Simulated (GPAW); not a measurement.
Here is a GPAW 26.7.0 calculation.

File run.py:

```python
import numpy as np
from ase import Atoms
from ase.dft.bandgap import bandgap
from ase.io import write
from ase.units import GPa
from gpaw import GPAW, PW, setup_paths
from gpaw.spinorbit import soc_eigenstates

setup_paths.insert(0, '.')

atoms = Atoms(['As', 'Ga'],
              cell=[[0.0, 2.82685, 2.82685],
                    [2.82685, 0.0, 2.82685],
                    [2.82685, 2.82685, 0.0]],
              scaled_positions=[[0.75, 0.75, 0.75],
                                [0.0, 0.0, 0.0]],
              pbc=True)

calc = GPAW(mode=PW(600),
            xc='WC',
            kpts={'size': (8, 8, 8), 'gamma': True},
            occupations={'name': 'fermi-dirac', 'width': 0.05},
            nbands=11,
            convergence={'density': 1e-05, 'energy': 1e-05},
            maxiter=150,
            txt='gpaw.txt')
atoms.calc = calc
energy = atoms.get_potential_energy()
forces = atoms.get_forces()
stress = atoms.get_stress()
calc.write('gs.gpw')
write('result.traj', atoms)
print(f'Energy: {energy:.6f} eV')
print('Forces (eV/A):')
print(forces.round(4))
print('Stress (GPa):', (stress / GPa).round(3))
print('Fermi level:', round(calc.get_fermi_level(), 4), 'eV')
print(f'Gap: {bandgap(calc)[0]:.4f} eV, direct: {bandgap(calc, direct=True)[0]:.4f} eV')

path = atoms.cell.bandpath('GXWKGLUWLK,UX', npoints=60, eps=1e-4)
bs_calc = calc.fixed_density(kpts=path, symmetry='off', nbands=21,
                             convergence={'bands': 'CBM+6.0', 'eigenstates': 1e-6}, txt='bands.txt')
bs = bs_calc.band_structure()
bs.write('bs.json')
print(f'Gap on the path: {bandgap(bs_calc)[0]:.4f} eV')

soc = soc_eigenstates(bs_calc, theta=0, phi=0)
np.savetxt('soc_bands.dat', soc.eigenvalues(), fmt='%.4f')
mesh = soc_eigenstates('gs.gpw', theta=0, phi=0)
np.savetxt('soc_mesh.dat', mesh.eigenvalues(), fmt='%.4f')
print('Fermi level with spin-orbit coupling:', round(mesh.fermi_level, 4), 'eV')
```

Potentials or basis: PAW data sets generated in the run's folder for this functional, pw.

Command:

```sh
$ gpaw-setup -f WC As Ga
$ OMP_NUM_THREADS=1 python run.py
```

(1) Predict the band gap along the path.

(2) Estimate the pressure.

## Answers

(1) 0.34 eV, direct.

(2) 1.3 GPa.

Caveat: spin-orbit coupling was added after a scalar SCF, so levels and gaps hold it while energy, forces, pressure and moments don't; this program's spin-orbit splittings come out too wide for heavy elements.

**The experiment to reproduce.**

“Evidence of valence band perturbations in GaAsN/GaAs(001): A combined variable-angle spectroscopic ellipsometry and modulated photoreflectance investigation”, 2008, arxiv:0805.2212 reports, for a bulk crystal of GaAs at 300 K: band gap 1.418 ± 0.005 eV (direct).

Measured gap of GaAs: 1.418 eV (direct; 300 K; “Evidence of valence band perturbations in GaAsN/GaAs(001): A combined variable-angle spectroscopic ellipsometry and modulated photoreflectance investigation”, 2008, arxiv:0805.2212). This calculation gives 0.34 eV (-1.08 eV). So large a miss can be the level of theory's own, or it may mean another phase, state or a wrong row. 3 values of this kind are on record (1.412 to 1.51 eV); this one was drawn at random among those near their median, those with a stated uncertainty first. The value is that of WC, without temperature or zero-point motion. Semilocal functionals fall short of measured gaps as a rule.
